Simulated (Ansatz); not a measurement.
# InSe: the cost of one run

Computed with Ansatz 0.2.0 (DFT PBE, scalar-relativistic, plane waves, PAW, unless a step's input says otherwise).

## (1) Starting point

The structure is monoclinic, space group C2/m (No. 12). Conventional cell: a = 11.736 Å, b = 4.110 Å, c = 4.610 Å, α = 90.00°, β = 110.30°, γ = 90.00°. Around In (site symmetry m) lie 3 Se at 2.58 to 2.78 Å and 1 In at 2.74 Å. Se (site symmetry m) has 3 In at 2.58 to 2.78 Å as nearest neighbours.

Structure file:

```
CELL_PARAMETERS angstrom
3.19883 8.22000 -8.64730
-3.19883 8.22000 8.64730
10.13639 -8.22000 4.32365
ATOMIC_POSITIONS crystal
In 0.66175 0.72225 0.88400
In 0.41175 0.97225 0.88400
In 0.16175 0.97225 0.38400
In 0.66175 0.22225 0.88400
In 0.41175 0.47225 0.88400
In 0.16175 0.72225 0.88400
In 0.91175 0.97225 0.88400
In 0.16175 0.47225 0.38400
In 0.91175 0.72225 0.38400
In 0.66175 0.97225 0.38400
In 0.16175 0.22225 0.88400
In 0.91175 0.47225 0.88400
In 0.91175 0.22225 0.38400
In 0.66175 0.47225 0.38400
In 0.41175 0.72225 0.38400
In 0.41175 0.22225 0.38400
In 0.83825 0.77775 0.11600
In 0.58825 0.02775 0.11600
In 0.33825 0.02775 0.61600
In 0.83825 0.27775 0.11600
In 0.58825 0.52775 0.11600
In 0.33825 0.77775 0.11600
In 0.08825 0.02775 0.11600
In 0.33825 0.52775 0.61600
In 0.08825 0.77775 0.61600
In 0.83825 0.02775 0.61600
In 0.33825 0.27775 0.11600
In 0.08825 0.52775 0.11600
In 0.08825 0.27775 0.61600
In 0.83825 0.52775 0.61600
In 0.58825 0.77775 0.61600
In 0.58825 0.27775 0.61600
Se 0.33450 0.82550 0.66000
Se 0.08450 0.07550 0.66000
Se 0.83450 0.07550 0.16000
Se 0.33450 0.32550 0.66000
Se 0.08450 0.57550 0.66000
Se 0.83450 0.82550 0.66000
Se 0.58450 0.07550 0.66000
Se 0.83450 0.57550 0.16000
Se 0.58450 0.82550 0.16000
Se 0.33450 0.07550 0.16000
Se 0.83450 0.32550 0.66000
Se 0.58450 0.57550 0.66000
Se 0.58450 0.32550 0.16000
Se 0.33450 0.57550 0.16000
Se 0.08450 0.82550 0.16000
Se 0.08450 0.32550 0.16000
Se 0.16550 0.67450 0.34000
Se 0.91550 0.92450 0.34000
Se 0.66550 0.92450 0.84000
Se 0.16550 0.17450 0.34000
Se 0.91550 0.42450 0.34000
Se 0.66550 0.67450 0.34000
Se 0.41550 0.92450 0.34000
Se 0.66550 0.42450 0.84000
Se 0.41550 0.67450 0.84000
Se 0.16550 0.92450 0.84000
Se 0.66550 0.17450 0.34000
Se 0.41550 0.42450 0.34000
Se 0.41550 0.17450 0.84000
Se 0.16550 0.42450 0.84000
Se 0.91550 0.67450 0.84000
Se 0.91550 0.17450 0.84000
```

The runs take a perfect supercell of 64 atoms; the defect goes to fractional position (0.662, 0.722, 0.884).

## (2) The perfect supercell

input.yaml

```yaml
crystal:
  lattice:
    - [3.19883, 8.22, -8.647305]
    - [-3.19883, 8.22, 8.647305]
    - [10.136391, -8.22, 4.323652]
  atoms:
    - { symbol: In, position: [0.66175, 0.72225, 0.884] }
    - { symbol: In, position: [0.41175, 0.97225, 0.884] }
    - { symbol: In, position: [0.16175, 0.97225, 0.384] }
    - { symbol: In, position: [0.66175, 0.22225, 0.884] }
    - { symbol: In, position: [0.41175, 0.47225, 0.884] }
    - { symbol: In, position: [0.16175, 0.72225, 0.884] }
    - { symbol: In, position: [0.91175, 0.97225, 0.884] }
    - { symbol: In, position: [0.16175, 0.47225, 0.384] }
    - { symbol: In, position: [0.91175, 0.72225, 0.384] }
    - { symbol: In, position: [0.66175, 0.97225, 0.384] }
    - { symbol: In, position: [0.16175, 0.22225, 0.884] }
    - { symbol: In, position: [0.91175, 0.47225, 0.884] }
    - { symbol: In, position: [0.91175, 0.22225, 0.384] }
    - { symbol: In, position: [0.66175, 0.47225, 0.384] }
    - { symbol: In, position: [0.41175, 0.72225, 0.384] }
    - { symbol: In, position: [0.41175, 0.22225, 0.384] }
    - { symbol: In, position: [0.83825, 0.77775, 0.116] }
    - { symbol: In, position: [0.58825, 0.02775, 0.116] }
    - { symbol: In, position: [0.33825, 0.02775, 0.616] }
    - { symbol: In, position: [0.83825, 0.27775, 0.116] }
    - { symbol: In, position: [0.58825, 0.52775, 0.116] }
    - { symbol: In, position: [0.33825, 0.77775, 0.116] }
    - { symbol: In, position: [0.08825, 0.02775, 0.116] }
    - { symbol: In, position: [0.33825, 0.52775, 0.616] }
    - { symbol: In, position: [0.08825, 0.77775, 0.616] }
    - { symbol: In, position: [0.83825, 0.02775, 0.616] }
    - { symbol: In, position: [0.33825, 0.27775, 0.116] }
    - { symbol: In, position: [0.08825, 0.52775, 0.116] }
    - { symbol: In, position: [0.08825, 0.27775, 0.616] }
    - { symbol: In, position: [0.83825, 0.52775, 0.616] }
    - { symbol: In, position: [0.58825, 0.77775, 0.616] }
    - { symbol: In, position: [0.58825, 0.27775, 0.616] }
    - { symbol: Se, position: [0.3345, 0.8255, 0.66] }
    - { symbol: Se, position: [0.0845, 0.0755, 0.66] }
    - { symbol: Se, position: [0.8345, 0.0755, 0.16] }
    - { symbol: Se, position: [0.3345, 0.3255, 0.66] }
    - { symbol: Se, position: [0.0845, 0.5755, 0.66] }
    - { symbol: Se, position: [0.8345, 0.8255, 0.66] }
    - { symbol: Se, position: [0.5845, 0.0755, 0.66] }
    - { symbol: Se, position: [0.8345, 0.5755, 0.16] }
    - { symbol: Se, position: [0.5845, 0.8255, 0.16] }
    - { symbol: Se, position: [0.3345, 0.0755, 0.16] }
    - { symbol: Se, position: [0.8345, 0.3255, 0.66] }
    - { symbol: Se, position: [0.5845, 0.5755, 0.66] }
    - { symbol: Se, position: [0.5845, 0.3255, 0.16] }
    - { symbol: Se, position: [0.3345, 0.5755, 0.16] }
    - { symbol: Se, position: [0.0845, 0.8255, 0.16] }
    - { symbol: Se, position: [0.0845, 0.3255, 0.16] }
    - { symbol: Se, position: [0.1655, 0.6745, 0.34] }
    - { symbol: Se, position: [0.9155, 0.9245, 0.34] }
    - { symbol: Se, position: [0.6655, 0.9245, 0.84] }
    - { symbol: Se, position: [0.1655, 0.1745, 0.34] }
    - { symbol: Se, position: [0.9155, 0.4245, 0.34] }
    - { symbol: Se, position: [0.6655, 0.6745, 0.34] }
    - { symbol: Se, position: [0.4155, 0.9245, 0.34] }
    - { symbol: Se, position: [0.6655, 0.4245, 0.84] }
    - { symbol: Se, position: [0.4155, 0.6745, 0.84] }
    - { symbol: Se, position: [0.1655, 0.9245, 0.84] }
    - { symbol: Se, position: [0.6655, 0.1745, 0.34] }
    - { symbol: Se, position: [0.4155, 0.4245, 0.34] }
    - { symbol: Se, position: [0.4155, 0.1745, 0.84] }
    - { symbol: Se, position: [0.1655, 0.4245, 0.84] }
    - { symbol: Se, position: [0.9155, 0.6745, 0.84] }
    - { symbol: Se, position: [0.9155, 0.1745, 0.84] }
basis:
  ecutwfc: 420
  fft_grid_basis: typed
kpoints:
  mp_grid: { grid: [1, 1, 1] }
hamiltonian:
  xc: pbe
  pseudopotentials: { kind: paw }
scf:
  occupations: { method: gaussian, width: 0.05 }
output:
  forces: true
  stress: false
  eigenvalues: true
  bader: false
  write_density: true
  volumetric_format: npy
```

Started as:

```
ansatz run input.yaml --threads 8 --pin off --max-ram 16384MiB --backend cpu --events-out ev --progress --plain --runs-dir out
```

What time and memory should one allow on 8 threads of Arm Neoverse N1, shared host?

About 23 s, with a peak of 2.7 GiB.
